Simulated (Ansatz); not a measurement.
# Pt: the cost of one run

Program: Ansatz 0.2.0. Level of theory: DFT PBEsol, scalar-relativistic, plane waves, PAW. These are calculated values, not measurements.

The COD entry's cell or inner coordinates are ideal or old and differ from later refinements, so a difference from it is no clean test against experiment.

2 further runs of the same task are left out: 2 set aside as unsound or not needed.

### Step 1. Starting point

The structure is cubic, space group Fm-3m (No. 225). Conventional cell: a = 3.918 Å, b = 3.918 Å, c = 3.918 Å, α = 90.00°, β = 90.00°, γ = 90.00°. Around Pt (site symmetry m-3m) lie 12 Pt at 2.77 Å.

Coordinates:

```cif
data_structure
_symmetry_space_group_name_H-M 'Fm-3m'
_symmetry_Int_Tables_number 225
_cell_length_a 3.9181
_cell_length_b 3.9181
_cell_length_c 3.9181
_cell_angle_alpha 90.000
_cell_angle_beta 90.000
_cell_angle_gamma 90.000
_cell_volume 60.15
loop_
_atom_site_label
_atom_site_type_symbol
_atom_site_symmetry_multiplicity
_atom_site_Wyckoff_symbol
_atom_site_fract_x
_atom_site_fract_y
_atom_site_fract_z
_atom_site_occupancy
Pt1 Pt 4 a 0.00000 0.00000 0.00000 1
```

### Step 2. Zero strain

Input file input.yaml:

```yaml
crystal:
  lattice:
    - [1.9590303455, 1.9590303455, 0.0]
    - [-1.9590303455, 1.9590303455, 0.0]
    - [0.0, 0.0, 3.918060691]
  atoms:
    - { symbol: Pt, position: [0.0, 0.0, 0.0] }
    - { symbol: Pt, position: [0.5, 0.5, 0.5] }
basis:
  ecutwfc: 420
kpoints:
  mp_grid: { grid: [18, 18, 14] }
hamiltonian:
  xc: pbesol
scf:
  occupations: { method: gaussian, width: 0.1 }
output:
  forces: true
  stress: true
  eigenvalues: true
```

Launch:

```bash
> ansatz run input.yaml --threads 1 --pin off --max-ram 2560MiB --backend cpu --events-out ev --progress --plain --runs-dir out
```

What time and memory should one allow on 1 thread of Intel Xeon Platinum 8259CL at 2.50GHz (Skylake/Cascade Lake), shared host?

About 13 s, with a peak of 0.54 GiB.
